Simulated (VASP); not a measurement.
Crystal: CdO (Monteponite).

```xyz
2
Lattice="0.0000 2.3495 2.3495 2.3495 0.0000 2.3495 2.3495 2.3495 0.0000" Properties=species:S:1:pos:R:3 pbc="T T T"
Cd    0.0000    0.0000    0.0000
O     2.3495    2.3495    2.3495
```

* Program: VASP 6.6.1
* Task: relaxation of cell and atoms
* Functional: revPBE
* Dispersion: D3
* Potentials or basis: VASP PAW PBE potentials, release 64 (Cd, O)
* Cutoff: 600 eV
* k mesh: 10 × 10 × 10
* Occupations: fermi-dirac, width 0.05 eV
* Spin: no spin polarisation

At the start: pressure 8.7 GPa; volume 12.97 Å³/atom.

Q: Where does the relaxation end?

A: Over 3 steps the energy falls by 23.7 meV/atom and the volume is 13.90 Å³/atom (+7.2 %); space group Fm-3m (No. 225, to 0.05 Å).

Step by step:
| step | energy change (eV) | largest force (eV/Å) | pressure (GPa) | volume (Å³) |
| --- | --- | --- | --- | --- |
| 1 | 0.0000 | 0.0000 | 8.72 | 25.94 |
| 2 | -0.0388 | 0.0000 | -3.07 | 28.68 |
| 3 | -0.0475 | 0.0000 | 0.02 | 27.80 |

Final structure:
```cif
data_structure
_symmetry_space_group_name_H-M 'P 1'
_symmetry_Int_Tables_number 1
_cell_length_a 3.4003
_cell_length_b 3.4003
_cell_length_c 3.4003
_cell_angle_alpha 60.000
_cell_angle_beta 60.000
_cell_angle_gamma 60.000
_cell_volume 27.80
loop_
_atom_site_label
_atom_site_type_symbol
_atom_site_fract_x
_atom_site_fract_y
_atom_site_fract_z
_atom_site_occupancy
Cd1 Cd 0.00000 0.00000 0.00000 1
O1 O 0.50000 0.50000 0.50000 1
```

Caveat: the PAW data sets were made with another functional, which shifts forces and pressure a little; pairwise dispersion overbinds metals, which lowers pressure and volume.
